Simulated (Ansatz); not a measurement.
Mo:

```xyz
1
Lattice="-1.5838 1.5838 1.5838 1.5838 -1.5838 1.5838 1.5838 1.5838 -1.5838" Properties=species:S:1:pos:R:3 pbc="T T T"
Mo    0.0000    0.0000    0.0000
```

```yaml
Program: Ansatz 0.2.0
Task: relaxation of cell and atoms
Functional: HSE06
Potentials_or_basis: Ansatz PAW
Cutoff: "420 eV (not typed: the program's choice for these potentials)"
k_mesh: 6 × 6 × 6
Occupations: fermi-dirac, width 0.05 eV
Spin: no spin polarisation
```

At the start: volume 15.89 Å³/atom.

Question: Where does the relaxation end?

Answer: It ends after 4 steps and the volume is 15.34 Å³/atom (-3.5 %); space group Im-3m (No. 229, to 0.05 Å).

Step by step:
```csv
step,energy change (eV),largest force (eV/Å),volume (Å³)
1,0.0000,0.0000,15.89
2,-0.0169,0.0000,15.41
3,-0.0172,0.0000,15.34
4,-0.0171,0.0000,15.34
```

Final structure:
```yaml
crystal:
  lattice:
    - [-1.56532, 1.56532, 1.56532]
    - [1.56532, -1.56532, 1.56532]
    - [1.56532, 1.56532, -1.56532]
  atoms:
    - { symbol: Mo, position: [0.00000, 0.00000, 0.00000] }
```

Caveat: the k mesh is coarse (spacing up to 0.47 Å⁻¹), so the values aren't converged, least of all with exact exchange; the plane-wave basis is chosen anew once the cell has moved, so the energies of steps on either side of that aren't comparable; the PAW data sets come from PBE, with cores solved anew for the run's functional, which leaves a small shift of forces and pressure.
